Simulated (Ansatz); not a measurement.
## Hf3N2: dependence on the set of potentials

Method: Ansatz 0.2.0, DFT r2SCAN, scalar-relativistic, plane waves. The atoms stay where they are, in a cell that isn't relaxed at these levels; pressure is positive in compression. Spin–orbit coupling is left out, which matters for the gaps of heavy elements.

```yaml
crystal:
  lattice:
    - [1.59943, 0.92343, 7.75484]
    - [-1.59943, 0.92343, 7.75484]
    - [0.00000, -1.84686, 7.75484]
  atoms:
    - { symbol: Hf, position: [0.77942, 0.77942, 0.77942] }
    - { symbol: Hf, position: [0.22058, 0.22058, 0.22058] }
    - { symbol: Hf, position: [0.00000, 0.00000, 0.00000] }
    - { symbol: N, position: [0.61192, 0.61192, 0.61192] }
    - { symbol: N, position: [0.38808, 0.38808, 0.38808] }
```

* Γ-centred k-mesh: 12×12×12
* occupation rule: Gaussian smearing, 0.1 eV
* spin treatment: unpolarised

```csv
set of potentials,cutoff (eV),gap on mesh (eV),P (GPa),largest force (eV/Å)
PAW (default set),500,metal,2.0,0.131
norm-conserving potentials,1252,metal,2.0,0.125
```

Q: What do the runs give for PAW (harder set)?

A: They give:

| set of potentials | cutoff (eV) | gap on mesh (eV) | P (GPa) | largest force (eV/Å) |
| --- | --- | --- | --- | --- |
| PAW (harder set) | 870 | metal | 2.0 | 0.125 |